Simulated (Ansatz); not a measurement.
CsPbI3: pressure series

Start from CsPbI3 in the cubic perovskite structure (space group Pm-3m, No. 221; a = 6.333 Å).

Cell and atoms are relaxed at each pressure.

All numbers come from r2SCAN (Ansatz, an electronic-structure program), no spin-orbit coupling.

Notes on the quantities. enthalpy: H = E + PV relative to the base's energy.

| variant | band gap | density | enthalpy |
|---|---|---|---|
| base | 1.70 eV | 4.71 g/cm³ | – |
| pressure −2 GPa | 2.14 eV | 3.91 g/cm³ | -0.69 eV/atom |
| pressure −1 GPa | 1.91 eV | 4.39 g/cm³ | -0.33 eV/atom |
| pressure 3 GPa | 1.18 eV | 5.38 g/cm³ | +0.89 eV/atom |
| pressure 7 GPa | 0.63 eV | 5.99 g/cm³ | +1.93 eV/atom |
| pressure 15 GPa | zero | 6.86 g/cm³ | +3.79 eV/atom |
| pressure 30 GPa | zero | 7.98 g/cm³ | +6.80 eV/atom |
| pressure 50 GPa | zero | 9.05 g/cm³ | +10.30 eV/atom |
| pressure 75 GPa | zero | 10.07 g/cm³ | +14.21 eV/atom |
| pressure 100 GPa | zero | 10.91 g/cm³ | +17.76 eV/atom |

A case with no gap was solved on a k-mesh chosen for an insulator, which is coarse for it. Spin-orbit coupling, missing from the scalar runs, can matter with I and Pb. Load acts through the strain it causes; cell and atoms are relaxed under it. No phonon test of stability was made. Competing high-pressure phases were not computed. All final runs are without spin polarisation. Many cubic perovskites are stable only at high temperature; tilts and polar distortions were not tested. This is not the structure that CsPbI3 has at room temperature and ambient pressure. A zero or small gap of CsPbI3 under pressure 15 GPa, CsPbI3 under pressure 30 GPa, CsPbI3 under pressure 50 GPa and CsPbI3 under pressure 75 GPa can be the functional's error rather than a property of the material.
